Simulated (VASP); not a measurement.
Wanted: the native input for a VASP 6.6.1 run.

| Quantity | Value |
| --- | --- |
| Task | single point |
| Functional | PBE |
| Potentials or basis | VASP PAW PBE potentials, release 64 (Ga, As) |
| Cutoff | 520 eV |
| k mesh | 10 × 10 × 10 |
| Occupations | gaussian, width 0.02 eV |
| Spin | no spin polarisation |
| Further INCAR settings | ALGO = Normal; EDIFF = 1e-07; NBANDS = 11 |

The structure of GaAs lies in POSCAR:

```
GaAs                                    
1.0
    0.0000000000      2.8808376414      2.8808376414
    2.8808376414      0.0000000000      2.8808376414
    2.8808376414      2.8808376414      0.0000000000
  Ga              As            
     1     1
Direct
     0.0000000000000000    0.0000000000000000    0.0000000000000000
     0.2500000000000000    0.2500000000000000    0.2500000000000000
```

These files were run (other wordings do the same):

INCAR

```
SYSTEM = GaAs
  PREC = Accurate
  ENCUT = 520
  EDIFF = 1E-7
  ISMEAR = 0
  SIGMA = 0.02
  LREAL = .False.
  LASPH = .True.
  NELM = 100
  ALGO = Normal
  ISIF = 2
  LWAVE = .False.
  LCHARG = .False.
  GGA = PE
  NBANDS = 11
```

KPOINTS

```
Automatic mesh
0
Gamma
  10 10 10
  0 0 0
```

Potentials or basis: VASP PAW PBE potentials, release 64 (Ga, As).

The run is started by

```bash
$ cat potpaw_PBE.64/Ga/POTCAR potpaw_PBE.64/As/POTCAR > POTCAR
$ mpirun -np 1 vasp_std > vasp.out
```

Results of the run:

```yaml
Pressure: 0.0 GPa
Band_gap_on_the_k_mesh: 0.16 eV, direct
```

It took 14 s on 1 thread of AMD EPYC 9R45 96-Core Processor (Zen 5) (shared host), peak memory 0.15 GiB.
